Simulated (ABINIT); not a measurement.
Runs of ABINIT 10.8.3 (patched build) on KCl (Sylvite). The structure is cubic, space group Fm-3m (No. 225). Conventional cell: a = 6.293 Å, b = 6.293 Å, c = 6.293 Å, α = 90.00°, β = 90.00°, γ = 90.00°. K (site symmetry m-3m) has 6 Cl at 3.15 Å as nearest neighbours. Around Cl (site symmetry m-3m) lie 6 K at 3.15 Å. 

| level | most SCF steps | gap on the mesh (eV) | pressure (GPa) |
| --- | --- | --- | --- |
| PBE0 | 60 | 7.23 | 0.3 |
| HSE06 | 60 | (a) | 0.3 |
| PBEsol | - | (b) | -0.5 |
| PBE | - | 5.19 | 0.6 |

Alike in all rows: task single point; potentials or basis SPMS NC PBE v1.0; no spin polarisation; cell as given; k mesh 6 × 6 × 6; cutoff (eV) 490; smearing fixed.

Task: Estimate the missing entries.

Result: (a) 6.46; (b) 5.02.

Caveats: the potentials were made for another functional, which shifts forces and pressure (some runs); Libxc's HSE differs a little from that of other programs (some runs).

